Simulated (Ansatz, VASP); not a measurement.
**One calculation of P, two programs**

```
P
1.0
     4.27290    0.00000    0.00000
     0.00000    4.27290    0.00000
     0.00000    0.00000    4.37800
P
1
Cartesian
  0.0000 0.0000 0.0000
```

This isn't the form of P at room conditions, which is orthorhombic.

Alike in both runs: task relaxation of cell and atoms; functional PBEsol; k mesh 10 × 10 × 10; occupations gaussian, width 0.1 eV; no spin polarisation.

|  | VASP | Ansatz |
| --- | --- | --- |
| version | VASP 6.6.1 | Ansatz 0.2.0 |
| potentials or method | VASP PAW PBE potentials, release 64 (P) | scalar-relativistic, plane waves, PAW |
| plane-wave cutoff (eV) | 600 | 420 |
| valence electrons in the cell | 5 | 5 |

```tsv
	VASP	Ansatz	Ansatz less VASP
gap on the k mesh at the Fermi level, each at its own relaxed structure (eV)	none	none	-
relaxed volume (Å³/atom)	14.18	14.17	-0.012
relaxed cell length with the largest relative difference (Å)	2.420	2.420	-0.0008
energy change over the relaxation (meV/atom)	-4614	-4620	-6.1
```

A gap of «none» marks a metal or a gap that the smearing closes.

Caveats: the volume moved by over 15 % at a fixed basis, so the end points are rough (VASP); the PAW data sets were made with another functional, which shifts forces and pressure a little (VASP); the volume moved by -82 % from the deposited cell, more than functionals usually miss.
